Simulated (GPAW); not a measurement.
# GaN (F-43m): G0W0 on several meshes in GPAW

Wanted: mesh dependence and cost of G0W0 for GaN (F-43m).

Method: PBE and many-body steps on it, plane waves, in GPAW 26.7.0.

Most raw output is cut from this account.

## Step 1: Set-up

Symmetry: F-43m, No. 216, cubic system. The conventional cell has a = 4.507 Å, b = 4.507 Å, c = 4.507 Å, α = 90.00°, β = 90.00°, γ = 90.00°. Ga has 4 N at 1.95 Å nearest. N has 4 Ga at 1.95 Å nearest. Farther neighbours and most contacts between anions are not listed.

As a file:

```
Ga N
1.0
     0.00000    2.25350    2.25350
     2.25350    0.00000    2.25350
     2.25350    2.25350    0.00000
Ga N
1 1
Direct
  0.00000 0.00000 0.00000
  0.75000 0.75000 0.75000
```

The cell and positions are those that the Materials Project relaxed with its own functionals (PBE, PBE+U or r2SCAN), kept fixed. This is not the form that GaN usually takes at ambient conditions.

## Step 2: Empty states on the mesh, 6×6×6 mesh, 350 bands

This step: GPAW 26.7.0; DFT, PBE, plane waves, PAW.

The sums over transitions need many empty states on a uniform mesh; this step solves for them.

run.py

```python
import json
import numpy as np
from gpaw.mpi import world
from gpaw import GPAW

calc = GPAW('gs.gpw').fixed_density(kpts={'size': (6, 6, 6), 'gamma': True},
    parallel={'domain': 1, 'band': 1},
    txt='nscf.txt')
calc.diagonalize_full_hamiltonian(nbands=350)
calc.write('full.gpw', mode='all')
res = {}
kpts = calc.get_ibz_k_points()
res['kpts'] = kpts
res['eigenvalues'] = [calc.get_eigenvalues(kpt=k) for k in range(len(kpts))]
res['n_electrons'] = calc.get_number_of_electrons()

if world.rank == 0:
    with open('result.json', 'w') as f:
        json.dump(res, f, default=lambda x: x.tolist())
```

Command:

```sh
> mpirun -n 4 gpaw python run.py
```

Elapsed: 6.1 s, on 4 MPI ranks of Arm Neoverse V1, shared host; peak memory 0.83 GiB.

Numbers from this step:

- gap: 1.804 eV
- k of the valence top: 0, 0, 0
- k of the conduction bottom: 0, 0, 0
- least direct gap: 1.804 eV
- k points computed: 16
- lowest point of the top converged band, above the valence top: 338.2074 eV

On this mesh the gap is 1.804 eV.

## Step 3: 6×6×6

Now the one-shot GW correction: screening in the RPA, then the self-energy of the levels asked for.

This step: G0W0 on PBE, plane waves, PAW.

run.py

```python
import json
import numpy as np
from gpaw.mpi import world
from gpaw.response.g0w0 import G0W0

gw = G0W0('full.gpw',
    filename='gw',
    kpts=[0],
    bands=(2, 6),
    ecut=210,
    nbands=158,
    integrate_gamma='WS',
    ppa=True)
gw.calculate()
res = {mode: {k: v for k, v in r.items() if k != 'sigma_eskwn'}
       for mode, r in gw.all_results.items()}

if world.rank == 0:
    with open('result.json', 'w') as f:
        json.dump(res, f, default=lambda x: x.tolist())
```

Command:

```sh
> mpirun -n 4 gpaw python run.py
```

Elapsed: 82 s, on 4 MPI ranks; peak memory 1 GiB; 5.5 min of CPU time.

This step gave:

* G0W0 gap on the points computed: 3.279 eV
* least direct G0W0 gap on the computed points: 3.279 eV
* Z at the valence top: 0.7793
* Z at the conduction bottom: 0.8121
* starting gap on the mesh: 1.804 eV
* k of the valence top: 0, 0, 0
* k of the conduction bottom: 0, 0, 0

The gap on the mesh goes from 1.80 eV to 3.28 eV, a correction of +1.47 eV.

## Step 4: Empty states on the mesh, 4×4×4 mesh, 168 bands

This step: DFT, PBE, plane waves, PAW.

run.py

```python
import json
import numpy as np
from gpaw.mpi import world
from gpaw import GPAW

calc = GPAW('gs.gpw').fixed_density(kpts={'size': (4, 4, 4), 'gamma': True},
    parallel={'domain': 1, 'band': 1},
    txt='nscf.txt')
calc.diagonalize_full_hamiltonian(nbands=168)
calc.write('full.gpw', mode='all')
res = {}
kpts = calc.get_ibz_k_points()
res['kpts'] = kpts
res['eigenvalues'] = [calc.get_eigenvalues(kpt=k) for k in range(len(kpts))]
res['n_electrons'] = calc.get_number_of_electrons()

if world.rank == 0:
    with open('result.json', 'w') as f:
        json.dump(res, f, default=lambda x: x.tolist())
```

Command:

```sh
> mpirun -n 4 gpaw python run.py
```

Run time: 4.7 s. Hardware: 4 MPI ranks; peak memory 0.81 GiB.

Numbers from this step:

- gap: 1.804 eV
- k of the valence top: 0, 0, 0
- k of the conduction bottom: 0, 0, 0
- least direct gap: 1.804 eV
- k points computed: 8
- lowest point of the top converged band, above the valence top: 189.0821 eV

On this mesh the gap is 1.804 eV.

## Step 5: 4×4×4

This step: G0W0 on PBE, plane waves, PAW.

run.py

```python
import json
import numpy as np
from gpaw.mpi import world
from gpaw.response.g0w0 import G0W0

gw = G0W0('full.gpw',
    filename='gw',
    kpts=[0],
    bands=(2, 6),
    ecut=210,
    nbands=158,
    integrate_gamma='WS',
    ppa=True)
gw.calculate()
res = {mode: {k: v for k, v in r.items() if k != 'sigma_eskwn'}
       for mode, r in gw.all_results.items()}

if world.rank == 0:
    with open('result.json', 'w') as f:
        json.dump(res, f, default=lambda x: x.tolist())
```

Command:

```sh
> mpirun -n 4 gpaw python run.py
```

It took 19 s on 4 MPI ranks; peak memory 1 GiB.

Numbers from this step:

- G0W0 gap on the points computed: 3.253 eV
- least direct G0W0 gap on the computed points: 3.253 eV
- Z at the valence top: 0.7762
- Z at the conduction bottom: 0.8081
- starting gap on the mesh: 1.804 eV
- k of the valence top: 0, 0, 0
- k of the conduction bottom: 0, 0, 0

Against G0W0 in GPAW (6×6×6 mesh, 158 bands, screening to 210 eV, Godby-Needs plasmon pole), the gap moves by −0.025 eV.

## Step 6: Side by side

Times are wall times on 4 MPI ranks of Arm Neoverse V1, shared host, good to a factor of about two.

| run | mesh | bands | screening cutoff (eV) | DFT gap (eV) | gap on the mesh (eV) | direct (eV) | time |
| --- | --- | --- | --- | --- | --- | --- | --- |
| 6×6×6 | 6×6×6 | 158 | 210 | 1.804 | 3.279 | 3.279 | 82 s |
| 4×4×4 | 4×4×4 | 158 | 210 | 1.804 | 3.253 | 3.253 | 19 s |

## Step 7: Summary of results

| Quantity | Value |
| --- | --- |
| 6×6×6 | 3.279 eV |
| 4×4×4 | 3.253 eV |
| known limits | not at the basis limit; no spin-orbit coupling; coarse k mesh |

What this shows: 4×4×4: −0.025 eV against 6×6×6. Bands and cutoff are finite, so the gap is not at the basis limit. The miss can reach some tenths of an eV and take either sign; the mesh is an error of its own. These stock PAW sets were not made for GW; the filled d or f shell of Ga lies in the frozen core, which bears on start and correction. In the G0W0 runs levels were corrected at 1 k point alone, so a gap called «on the mesh» is the least over those, and an edge elsewhere would be missed. The many-body steps are scalar-relativistic: spin-orbit coupling is not in them.

[Paths, hosts, dates, memory and timing lines, banners, echoed tables and standing remarks are left out of the program output.]

[Logs are printed without paths, hosts, clocks, repeated set-up lines and the standing remarks that a program may print on its own settings, such as how far it seeks lower states.]

[Runs of the session that timed out or met a known fault of the program may be left out.]

[Hosts, paths, dates, database ids (printed as entryN), source tags and the programs' standing remarks are cut or masked in the printed files.]
